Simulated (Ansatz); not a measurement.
Ge:

```
Ge
1.0
     1.39715   -2.60052    0.00000
     1.39715    2.60052    0.00000
     0.00000    0.00000    2.69823
Ge
1
Direct
  0.50000 0.50000 0.00000
```

This isn't the form of Ge at room conditions, which is diamond.

Base run:

```yaml
Program: Ansatz 0.2.0
Functional: LDA
Potentials_or_basis: Ansatz PAW
Cutoff: "420 eV (not typed: the program's choice for these potentials)"
k_mesh: 11 × 11 × 10
Occupations: fermi-dirac, width 0.05 eV
Spin: no spin polarisation
```

Its results: band gap on the k mesh none (metal or under the smearing width); pressure -5.6 GPa.

Problem. The run is repeated on the same cell with these changes: functional from LDA to PBEsol; spin from no spin polarisation to spin-orbit coupling, no magnetisation; potential files from those of the base run to others of the same set. What comes out?

Solution. Band gap on the k mesh none (metal or under the smearing width); pressure -4.1 GPa.

Several settings changed at once, so the effect can't be laid on one alone.

Caveats: the PAW data sets come from PBE, with cores solved anew for the run's functional, which leaves a small shift of forces and pressure.
